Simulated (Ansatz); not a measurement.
## Trial inputs on Ca

All trials start from this Ansatz input:

```yaml
crystal:
  lattice:
    - [-2.2052049036, 2.2052049036, 2.19611481]
    - [2.2052049036, -2.2052049036, 2.19611481]
    - [2.2052049036, 2.2052049036, -2.19611481]
  atoms:
    - { symbol: Ca, position: [0.5, 0.5, 0.0] }
basis:
  ecutwfc: 420
kpoints:
  mp_grid: { grid: [6, 6, 6] }
hamiltonian:
  xc: pbe
scf:
  occupations: { method: gaussian, width: 0.1 }
output:
  forces: true
  stress: true
  eigenvalues: true
```

Command:

```bash
ansatz run input.yaml --threads 1 --pin off --max-ram 1331MiB --backend cpu --events-out ev --progress --plain --runs-dir out
```

The run converges in 6 SCF iterations on 30 irreducible k-points: pressure -0.15 GPa, no gap.

These settings were drawn at random to show what each does; none of the numbers is a converged property of the crystal. Each trial's input is given as a difference from the reference's; energies are extrapolated to zero smearing where there is one, and pressure is positive in compression. Charged cells sit in a uniform background, and their pressures hang on that convention.

Trial 1:

```diff
+total_charge: -0.5
```

How does this run end?

The run converges in 6 SCF iterations on 30 irreducible k-points: pressure -6.46 GPa (with the neutralising background of the charged cell), no gap.

Trial 2 (volume scaled):

```diff
 crystal:
   lattice:
-    - [-2.2052049036, 2.2052049036, 2.19611481]
-    - [2.2052049036, -2.2052049036, 2.19611481]
-    - [2.2052049036, 2.2052049036, -2.19611481]
+    - [-2.2694700138, 2.2694700138, 2.2601150124]
+    - [2.2694700138, -2.2694700138, 2.2601150124]
+    - [2.2694700138, 2.2694700138, -2.2601150124]
 basis:
-  ecutwfc: 420
+  ecutwfc: 170
 kpoints:
-  mp_grid: { grid: [6, 6, 6] }
+  mp_grid: { kspacing: 0.58 }
+  band_path: { path: [[0, 0, 0], [0.5, 0, 0], [0.5, 0.5, 0.5]], npoints: 8 }
 hamiltonian:
-  xc: pbe
+  xc: rpbe
 scf:
-  occupations: { method: gaussian, width: 0.1 }
+  occupations: { method: fermi_dirac, width: "600 K" }
+  max_iter: 30
+  convergence: { dr2_threshold: "1e-7 eV" }
```

What happens?

The run converges in 7 SCF iterations on 13 irreducible k-points: pressure -0.54 GPa (unreliable at so low a cutoff), no gap. It warns that the cutoff lies under the recommended one, 420 eV for these potentials; that the SCF threshold is loose for the stress.

Trial 3:

```diff
 basis:
+  ecutrho_ratio: 3
 kpoints:
-  mp_grid: { grid: [6, 6, 6] }
+  mp_grid: { grid: [2, 2, 2], shift: [0, 0, 0.5] }
+  band_path: { path: [VBM, CBM], npoints: 5 }
 hamiltonian:
-  xc: pbe
+  xc: lda
 scf:
+  mixing: { globalisation: backtrack }
+  initial_density: { chi_scale: 0, normalization: atom }
+  max_iter: 71
```

How does this run end?

The run converges in 7 SCF iterations on 3 irreducible k-points: pressure -1.77 GPa, no gap. It warns that the density cutoff lies under the recommended one; that the mesh lowers the symmetry.

Trial 4 (the one atom moved, which only shifts the crystal as a whole):

```diff
 crystal:
   atoms:
-    - { symbol: Ca, position: [0.5, 0.5, 0.0] }
+    - { symbol: Ca, position: [0.5453472599, 0.5, 0.0453472599] }
-basis:
-  ecutwfc: 420
+basis: {}
 kpoints:
-  mp_grid: { grid: [6, 6, 6] }
+  mp_grid: { kspacing: 0.93 }
 hamiltonian:
-  xc: pbe
+  xc: r2scan
 scf:
+  lower_state_search: "off"
+  mixing: { beta: 0.17, preconditioner: kerker_dos }
+  max_iter: 59
```

How does this run end?

The run converges in 10 SCF iterations on 6 irreducible k-points: at 500 eV, the cutoff that these potentials take when none is typed, pressure 0.24 GPa.

Trial 5:

```diff
 basis:
-  ecutwfc: 420
+  ecutwfc: "20 Ha"
 scf:
-  occupations: { method: gaussian, width: 0.1 }
+  occupations: { method: gaussian }
```

What does the program give?

The run converges in 6 SCF iterations on 30 irreducible k-points: energy 0.37 meV per atom below the reference, pressure -0.15 GPa, no gap.

Trial 6:

```diff
 basis:
-  ecutwfc: 420
+  ecutwfc: 300
 scf:
+  convergence: { dr2_threshold: "1e-5 eV" }
```

What does the program give?

The run converges in 6 SCF iterations on 30 irreducible k-points: energy 14.3 meV per atom above the reference, pressure -0.15 GPa, no gap. It warns that the cutoff lies under the recommended one, 420 eV for these potentials; that the SCF threshold is loose for the forces; that the SCF threshold is loose for the stress.